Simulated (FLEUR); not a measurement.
**free-standing square Co monolayer, spacing 2.5 A: a ladder in the basis cutoff**

Two starts of free-standing square Co monolayer, spacing 2.5 A are run at each rung of the basis cutoff. Which rung is enough?

Method: PBE; all-electron FLAPW film, Dirac cores, scalar-relativistic bands, in FLEUR MaX-R8.1.

## (1) The structure

The cell holds 1 atom: 1 Co. Cell: a = 2.500 Å, b = 2.500 Å, c = 14.000 Å, α = 90.0°, β = 90.0°, γ = 90.0°. Model lattice. Vacuum lies along c.

As a file:

```cif
data_structure
_symmetry_space_group_name_H-M 'P 1'
_symmetry_Int_Tables_number 1
_cell_length_a 2.5000
_cell_length_b 2.5000
_cell_length_c 14.0000
_cell_angle_alpha 90.000
_cell_angle_beta 90.000
_cell_angle_gamma 90.000
_cell_volume 87.50
loop_
_atom_site_label
_atom_site_type_symbol
_atom_site_fract_x
_atom_site_fract_y
_atom_site_fract_z
_atom_site_occupancy
Co1 Co 0.00000 0.00000 0.50000 1
```

## (2) Rung 1 (Kmax 2.2 1/bohr), start ferro +

The ladder starts at a small basis and climbs, to see from where on the results stand still.

inpgen writes inp.xml from crystal.txt; cutoffs, mixing, functional, smearing and local orbitals are then set in the file. The k list default-1 (kpts.xml, not shown) is a Γ-centred 12×12×1 mesh; where the ranks do not divide the number of points, some are split in two of half the weight.

File inp.xml:

```
<?xml version="1.0" encoding="UTF-8" standalone="no"?>
<fleurInput fleurInputVersion="0.39">
   <comment>
      Co
   </comment>
   <calculationSetup>
      <cutoffs Kmax="2.2" Gmax="6.6" GmaxXC="6.6" numbands="0"/>
      <scfLoop itmax="120" minDistance="0.00002" maxIterBroyd="15" imix="Anderson" alpha="0.03" precondParam="0.0" spinf="2.0" sdNocoIR="T"/>
      <coreElectrons ctail="T" frcor="F" kcrel="0" coretail_lmax="0"/>
      <xcFunctional name="pbe" relativisticCorrections="F"/>
      <magnetism jspins="2"/>
      <soc l_soc="F" theta="0.0" phi="0.0" spav="F"/>
      <expertModes spex="0" secvar="F"/>
      <geometryOptimization l_f="F" forcealpha="1.0" forcemix="BFGS" epsdisp="0.00001" epsforce="0.00001"/>
      <ldaU l_linMix="F" mixParam="0.05" spinf="1.0"/>
   </calculationSetup>
   <cell>
      <bzIntegration valenceElectrons="17.0" mode="hist" fermiSmearingEnergy="0.00110248">
         <kPointListSelection listName="default-1"/>
         <xi:include xmlns:xi="http://www.w3.org/2001/XInclude" href="kpts.xml"> </xi:include>
      </bzIntegration>
      <xi:include xmlns:xi="http://www.w3.org/2001/XInclude" href="sym.xml"> </xi:include>
      <filmLattice scale="1.0" dVac="5.28" dTilda="7.78">
         <bravaisMatrixFilm>
            <row-1>    4.7243153114999998     0.0000000000000000</row-1>
            <row-2>    0.0000000000000000     4.7243153114999998</row-2>
         </bravaisMatrixFilm>
         <vacuumEnergyParameters vacuum="1" spinUp="-.25" spinDown="-.25"/>
      </filmLattice>
   </cell>
   <atomSpecies>
      <species name="Cobalt (Co2.000" element="Co" atomicNumber="27">
         <mtSphere radius="2.24" gridPoints="741" logIncrement="0.016"/>
         <atomicCutoffs lmax="6" lnonsphr="4"/>
         <electronConfig flipSpins="F">
            <coreConfig>(1s1/2) (2s1/2) (2p1/2) (2p3/2)</coreConfig>
            <valenceConfig>(3s1/2) (3p1/2) (3p3/2) (4s1/2) (3d3/2) (3d5/2)</valenceConfig>
            <stateOccupation state="(3d3/2)" spinUp="1.5" spinDown="1.3"/>
            <stateOccupation state="(3d5/2)" spinUp="3.0" spinDown="1.2"/>
         </electronConfig>
         <energyParameters s="4" p="4" d="3" f="4"/>
         <lo type="SCLO" l="0" n="3" eDeriv="0"/>
         <lo type="SCLO" l="1" n="3" eDeriv="0"/>
      </species>
   </atomSpecies>
   <atomGroups>
      <atomGroup species="Cobalt (Co2.000">
         <filmPos label="                   1">.0000000000 .0000000000 .0000000000</filmPos>
         <force calculate="T" relaxXYZ="TTT"/>
      </atomGroup>
   </atomGroups>
   <output dos="F" band="F" slice="F">
      <bandDOS minEnergy="-.5*Htr" maxEnergy="0.5*Htr" sigma="0.015" storeEVData="T"/>
      <plotting iplot="0" polar="F">
         <plot TwoD="T" vec1="  1.0  0.0  0.0" vec2="  0.0  1.0  0.0" vec3="  0.0  0.0  1.0" zero="  0.0  0.0 -0.5" file="plot"/>
      </plotting>
      <moessbauerParams electricFieldGradient="F" isomerShift="F" coreHyperfine="F" valenceHyperfine="F"/>
   </output>
</fleurInput>
```

File crystal.txt:

```
Co
&input film=T cartesian=F /
2.50000000000  0.00000000000  0.00000000000
0.00000000000  2.50000000000  0.00000000000
0.00000000000  0.00000000000  1.00000000000
1.8897261246
1.0 1.0 1.0

1
27 0.00000000000  0.00000000000  0.00000000000 : 2.000

&kpt div1=12 div2=12 div3=1 gamma=T /
```

Launch:

```bash
$ OMP_NUM_THREADS=1 inpgen -f crystal.txt > inpgen.log  # inp.xml is then edited as shown
$ OMP_NUM_THREADS=1 mpirun -n 2 fleur_MPI > fleur.log
```

Log:

```text
Welcome to FLEUR        (www.flapw.de)
      MaX-Release 8.1          (www.max-centre.eu)

 ========== k-point set info ==========
 Selected k-point list: default-1
 k-point list type: mesh
 12 x 12 x 1
 Number of k points: 28

 ------------Calculation Setup---------------------------
 Number of MPI-tasks      :            2
 Number of PE/node        :            2
 Number of OMP-threads    :            1
 k-points in parallel     :            2
 pe's per k-point         :            1
 No of k-point loops      :           14
 Eigenvalue solver        :       lapack
 Number of basis functions:           43
 Approximate size of matrices (H+S) per k-point:         0.000 GB
 --------------------------------------------------------
 Iteration:     1   Distance:      53.37446937 me/bohr^3
 Iteration:     2   Distance:      44.89296055 me/bohr^3
 Iteration:     3   Distance:      16.72348241 me/bohr^3
 Iteration:     4   Distance:      16.32364358 me/bohr^3
 Iteration:     5   Distance:       8.18959383 me/bohr^3
 Iteration:     6   Distance:       8.36704208 me/bohr^3
 Iteration:     7   Distance:       6.54523785 me/bohr^3
 Iteration:     8   Distance:       4.96997009 me/bohr^3
 Iteration:     9   Distance:       4.90503866 me/bohr^3
 Iteration:    10   Distance:       0.65106787 me/bohr^3
 Iteration:    11   Distance:       0.73961214 me/bohr^3
 Iteration:    12   Distance:       0.64433909 me/bohr^3
 Iteration:    13   Distance:       0.09803989 me/bohr^3
 Iteration:    14   Distance:       0.11963154 me/bohr^3
 Iteration:    15   Distance:       0.06159635 me/bohr^3
 Iteration:    16   Distance:       0.05835867 me/bohr^3
 Iteration:    17   Distance:       0.04120576 me/bohr^3
 Iteration:    18   Distance:       0.00858568 me/bohr^3
 Iteration:    19   Distance:       0.00817514 me/bohr^3
 Iteration:    20   Distance:       0.00144871 me/bohr^3
 Iteration:    21   Distance:       0.00055366 me/bohr^3
 Iteration:    22   Distance:       0.00047131 me/bohr^3
 Iteration:    23   Distance:       0.00005397 me/bohr^3
 Iteration:    24   Distance:       0.00004012 me/bohr^3
 Iteration:    25   Distance:       0.00001103 me/bohr^3

 ********************************************************************
 Run finished successfully
 Stop message:
   all done
 ********************************************************************

--- out.xml (last complete iteration) ---
<iteration numberForCurrentRun="   25" overallNumber="   25">
         [... left out ...]
         <bandgap value="0.0521555387" units="eV"/>
         <sumValenceSingleParticleEnergies value="-25.1892026237" units="Htr"/>
         <FermiEnergy value="-0.2356140410" units="Htr"/>
         <valenceDensity>
            <mtCharges spin="1">
               <mtCharge atomType="1" total="8.2419812" s="1.1786228" p="3.0444986" d="3.9911547" f="0.0179836"/>
            </mtCharges>
            <mtCharges spin="2">
               <mtCharge atomType="1" total="7.0333029" s="1.1512113" p="3.0276229" d="2.8355308" f="0.0128043"/>
            </mtCharges>
            <spinDependentCharge spin="1" total="9.2333324" interstitial="0.9026739" mtSpheres="8.2419812" vacuum1="0.0443386"/>
            <spinDependentCharge spin="2" total="7.7666693" interstitial="0.6649493" mtSpheres="7.0333029" vacuum1="0.0342086"/>
            <totalCharge value="17.0000016704"/>
         </valenceDensity>
         [... left out ...]
         <magneticMomentsInMTSpheres units="muBohr">
            <globalMagMoment atomType="1" vec="0.00000   0.00000   1.20868"/>
            <localMagMoment atomType="1" vec="0.00000   0.00000   1.20868"/>
         </magneticMomentsInMTSpheres>
         [... left out ...]
         <totalEnergy value="    -1392.7728915543" units="Htr">
            <sumOfEigenvalues value="     -820.1250783758">
               <coreElectrons value="-794.9358757521"/>
               <valenceElectrons value="-25.1892026237"/>
            </sumOfEigenvalues>
            <densityCoulombPotentialIntegral value="-2157.0693643367"/>
            <densityEffectivePotentialIntegral value="-2234.1139593747"/>
            <chargeDenXCDenIntegral value="-59.3483962883"/>
            <FockExchangeEnergyValence value="0.0000000000"/>
            <FockExchangeEnergyCore value="0.0000000000"/>
         [... left out ...]
            <tkbTimesEntropy value="0.0001934392"/>
            <freeEnergy value="-1392.7730849935"/>
            <extrapolationTo0K value="-1392.7729882739"/>
         </totalEnergy>
         <densityConvergence units="me/bohr^3">
            <chargeDensity spin="1" distance="0.0000041256"/>
            <chargeDensity spin="2" distance="0.0000074267"/>
            <overallChargeDensity distance="0.0000047551"/>
            <spinDensity distance="0.0000110337"/>
         </densityConvergence>
      </iteration>
```

Wall time 7 s (2 MPI ranks of Arm Neoverse V1, shared host); peak memory 0.09 GiB.

This step gave:

* free energy: -37899.2864 eV
* program's band gap on this mesh (in a metal only a level spacing): 0.05216 eV
* magnetization: 1.467 μB
* final state: ferromagnetic
* largest moment: 1.209 μB

After 25 cycles the largest moment stands at 1.21 μB.

## (3) Rung 1 (Kmax 2.2 1/bohr), start antiferro q=(1/2,1/2,0) +-

The second start gives the energy difference between the two end states, the quantity that is followed up the ladder. Its q is in fractions of the primitive cell's reciprocal vectors.

The k list default-1 (kpts.xml, not shown) is a Γ-centred 6×12×1 mesh.

inp.xml: that of step 2 with these lines changed.

```diff
@@ -17,3 +17,3 @@
    <cell>
-      <bzIntegration valenceElectrons="17.0" mode="hist" fermiSmearingEnergy="0.00110248">
+      <bzIntegration valenceElectrons="34.0" mode="hist" fermiSmearingEnergy="0.00110248">
          <kPointListSelection listName="default-1"/>
@@ -24,4 +24,4 @@
          <bravaisMatrixFilm>
-            <row-1>    4.7243153114999998     0.0000000000000000</row-1>
-            <row-2>    0.0000000000000000     4.7243153114999998</row-2>
+            <row-1>    9.4486306229999997     0.0000000000000000</row-1>
+            <row-2>    4.7243153114999998     4.7243153114999998</row-2>
          </bravaisMatrixFilm>
@@ -44,2 +44,15 @@
       </species>
+      <species name="Cobalt (Co-2.000" element="Co" atomicNumber="27">
+         <mtSphere radius="2.24" gridPoints="741" logIncrement="0.016"/>
+         <atomicCutoffs lmax="6" lnonsphr="4"/>
+         <electronConfig flipSpins="F">
+            <coreConfig>(1s1/2) (2s1/2) (2p1/2) (2p3/2)</coreConfig>
+            <valenceConfig>(3s1/2) (3p1/2) (3p3/2) (4s1/2) (3d3/2) (3d5/2)</valenceConfig>
+            <stateOccupation state="(3d3/2)" spinUp="1.3" spinDown="1.5"/>
+            <stateOccupation state="(3d5/2)" spinUp="1.2" spinDown="3.0"/>
+         </electronConfig>
+         <energyParameters s="4" p="4" d="3" f="4"/>
+         <lo type="SCLO" l="0" n="3" eDeriv="0"/>
+         <lo type="SCLO" l="1" n="3" eDeriv="0"/>
+      </species>
    </atomSpecies>
@@ -48,2 +61,6 @@
          <filmPos label="                   1">.0000000000 .0000000000 .0000000000</filmPos>
+         <force calculate="T" relaxXYZ="TTT"/>
+      </atomGroup>
+      <atomGroup species="Cobalt (Co-2.000">
+         <filmPos label="                   2">1.000/2.000 .0000000000 .0000000000</filmPos>
          <force calculate="T" relaxXYZ="TTT"/>
```

File crystal.txt:

```
Co
&input film=T cartesian=F /
5.00000000000  0.00000000000  0.00000000000
2.50000000000  2.50000000000  0.00000000000
0.00000000000  0.00000000000  1.00000000000
1.8897261246
1.0 1.0 1.0

2
27 0.00000000000  0.00000000000  0.00000000000 : 2.000
27 0.50000000000  0.00000000000  0.00000000000 : -2.000

&kpt div1=6 div2=12 div3=1 gamma=T /
```

Log:

```text
[banner, memory and clock lines left out]
Welcome to FLEUR        (www.flapw.de)
      MaX-Release 8.1          (www.max-centre.eu)

 ========== k-point set info ==========
 Selected k-point list: default-1
 k-point list type: mesh
 0 x 0 x 0
 Number of k points: 26

 [... set-up left out ...]
 Iteration:     1   Distance:      53.27992383 me/bohr^3
 Iteration:     2   Distance:      45.65869523 me/bohr^3
 Iteration:     3   Distance:      20.58991789 me/bohr^3
 Iteration:     4   Distance:      19.43138746 me/bohr^3
 Iteration:     5   Distance:       8.02933941 me/bohr^3
 Iteration:     6   Distance:       6.87816900 me/bohr^3
 Iteration:     7   Distance:       6.32226155 me/bohr^3
 Iteration:     8   Distance:      10.22567220 me/bohr^3
[... lines left out ...]
[... 15 iterations left out ...]
[... lines left out ...]
 Iteration:    30   Distance:       0.00041595 me/bohr^3
 Iteration:    31   Distance:       0.00022503 me/bohr^3
 Iteration:    32   Distance:       0.00011096 me/bohr^3
 Iteration:    33   Distance:       0.00010635 me/bohr^3
 Iteration:    34   Distance:       0.00003757 me/bohr^3
 Iteration:    35   Distance:       0.00000478 me/bohr^3

 ********************************************************************
 Run finished successfully
 Stop message:
   all done
 ********************************************************************

--- out.xml (last complete iteration) ---
<iteration numberForCurrentRun="   35" overallNumber="   35">
         [... left out ...]
         <bandgap value="0.0000000089" units="eV"/>
         <sumValenceSingleParticleEnergies value="-50.4124186072" units="Htr"/>
         <FermiEnergy value="-0.2359295669" units="Htr"/>
         [... left out ...]
         <magneticMomentsInMTSpheres units="muBohr">
            <globalMagMoment atomType="1" vec="0.00000   0.00000   1.05481"/>
            <globalMagMoment atomType="2" vec="0.00000   0.00000  -1.05481"/>
         </magneticMomentsInMTSpheres>
         [... left out ...]
         <totalEnergy value="    -2785.5477695375" units="Htr">
            <sumOfEigenvalues value="    -1640.2947820268">
               <coreElectrons value="-1589.8823634196"/>
               <valenceElectrons value="-50.4124186072"/>
            </sumOfEigenvalues>
         [... left out ...]
            <freeEnergy value="-2785.5484028822"/>
            <extrapolationTo0K value="-2785.5480862099"/>
         </totalEnergy>
         <densityConvergence units="me/bohr^3">
            <chargeDensity spin="1" distance="0.0000034974"/>
            <chargeDensity spin="2" distance="0.0000030792"/>
            <overallChargeDensity distance="0.0000045412"/>
            <spinDensity distance="0.0000047754"/>
         </densityConvergence>
      </iteration>
```

Elapsed: 19 s, on 2 MPI ranks; peak memory 0.13 GiB.

Numbers from this step:

```yaml
free_energy: -75798.6335 eV
program_s_band_gap_on_this_mesh_in_a_metal_only_a_level_spacing: 8.90e-9 eV
magnetization: 0 μB
final_state: antiferromagnetic
largest_moment: 1.055 μB
```

This start lies -30.4 meV a seeded atom from the first; its largest moment is 1.05 μB.

## (4) Rung 2 (Kmax 2.75 1/bohr), start ferro +

The k list default-1 (kpts.xml, not shown) is a Γ-centred 12×12×1 mesh.

inp.xml: that of step 3 with these lines changed.

```diff
@@ -6,3 +6,3 @@
    <calculationSetup>
-      <cutoffs Kmax="2.2" Gmax="6.6" GmaxXC="6.6" numbands="0"/>
+      <cutoffs Kmax="2.75" Gmax="8.2" GmaxXC="8.2" numbands="0"/>
       <scfLoop itmax="120" minDistance="0.00002" maxIterBroyd="15" imix="Anderson" alpha="0.03" precondParam="0.0" spinf="2.0" sdNocoIR="T"/>
@@ -17,3 +17,3 @@
    <cell>
-      <bzIntegration valenceElectrons="34.0" mode="hist" fermiSmearingEnergy="0.00110248">
+      <bzIntegration valenceElectrons="17.0" mode="hist" fermiSmearingEnergy="0.00110248">
          <kPointListSelection listName="default-1"/>
@@ -24,4 +24,4 @@
          <bravaisMatrixFilm>
-            <row-1>    9.4486306229999997     0.0000000000000000</row-1>
-            <row-2>    4.7243153114999998     4.7243153114999998</row-2>
+            <row-1>    4.7243153114999998     0.0000000000000000</row-1>
+            <row-2>    0.0000000000000000     4.7243153114999998</row-2>
          </bravaisMatrixFilm>
@@ -44,15 +44,2 @@
       </species>
-      <species name="Cobalt (Co-2.000" element="Co" atomicNumber="27">
-         <mtSphere radius="2.24" gridPoints="741" logIncrement="0.016"/>
-         <atomicCutoffs lmax="6" lnonsphr="4"/>
-         <electronConfig flipSpins="F">
-            <coreConfig>(1s1/2) (2s1/2) (2p1/2) (2p3/2)</coreConfig>
-            <valenceConfig>(3s1/2) (3p1/2) (3p3/2) (4s1/2) (3d3/2) (3d5/2)</valenceConfig>
-            <stateOccupation state="(3d3/2)" spinUp="1.3" spinDown="1.5"/>
-            <stateOccupation state="(3d5/2)" spinUp="1.2" spinDown="3.0"/>
-         </electronConfig>
-         <energyParameters s="4" p="4" d="3" f="4"/>
-         <lo type="SCLO" l="0" n="3" eDeriv="0"/>
-         <lo type="SCLO" l="1" n="3" eDeriv="0"/>
-      </species>
    </atomSpecies>
@@ -61,6 +48,2 @@
          <filmPos label="                   1">.0000000000 .0000000000 .0000000000</filmPos>
-         <force calculate="T" relaxXYZ="TTT"/>
-      </atomGroup>
-      <atomGroup species="Cobalt (Co-2.000">
-         <filmPos label="                   2">1.000/2.000 .0000000000 .0000000000</filmPos>
          <force calculate="T" relaxXYZ="TTT"/>
```

File crystal.txt:

```
Co
&input film=T cartesian=F /
2.50000000000  0.00000000000  0.00000000000
0.00000000000  2.50000000000  0.00000000000
0.00000000000  0.00000000000  1.00000000000
1.8897261246
1.0 1.0 1.0

1
27 0.00000000000  0.00000000000  0.00000000000 : 2.000

&kpt div1=12 div2=12 div3=1 gamma=T /
```

Log:

```text
[banner, memory and clock lines left out]
Welcome to FLEUR        (www.flapw.de)
      MaX-Release 8.1          (www.max-centre.eu)

 ========== k-point set info ==========
 Selected k-point list: default-1
 k-point list type: mesh
 12 x 12 x 1
 Number of k points: 28

 [... set-up left out ...]
 Iteration:     1   Distance:       7.56721066 me/bohr^3
 Iteration:     2   Distance:       7.27601455 me/bohr^3
 Iteration:     3   Distance:       6.63248186 me/bohr^3
 Iteration:     4   Distance:       4.78539445 me/bohr^3
 Iteration:     5   Distance:       3.31984790 me/bohr^3
[...]
<sumOfEigenvalues value="     -816.7102662219">
               <coreElectrons value="-793.1070446528"/>
               <valenceElectrons value="-23.6032215691"/>
            </sumOfEigenvalues>
         [... left out ...]
            <freeEnergy value="-1393.3015858092"/>
            <extrapolationTo0K value="-1393.3014101062"/>
         </totalEnergy>
         <densityConvergence units="me/bohr^3">
            <chargeDensity spin="1" distance="0.0000006698"/>
            <chargeDensity spin="2" distance="0.0000077196"/>
            <overallChargeDensity distance="0.0000077084"/>
            <spinDensity distance="0.0000077887"/>
         </densityConvergence>
      </iteration>
```

Elapsed: 18 s, on 2 MPI ranks; peak memory 0.1 GiB.

Numbers from this step:

```
free energy                                                       : -37913.6676 eV
program's band gap on this mesh (in a metal only a level spacing) : 0.03195 eV
magnetization                                                     : 1.958 μB
final state                                                       : ferromagnetic
largest moment                                                    : 1.951 μB
```

The largest moment moves by +0.74 μB from rung 1, at 2.6 times its CPU time.

(Part 1 of 3 ends here.)

[Logs and program files are shortened in this print: banners, set-up blocks, solver, clock and traceback lines can be left out without a mark of their own.]

[Logs are printed without paths, hosts, clocks, repeated set-up lines and the standing remarks that a program may print on its own settings, such as how far it seeks lower states.]

[Hosts, paths, dates, database ids (printed as entryN), source tags and the programs' standing remarks are cut or masked in the printed files.]

[Where a cell is said to come from a database of computed structures, the database is the Materials Project.]
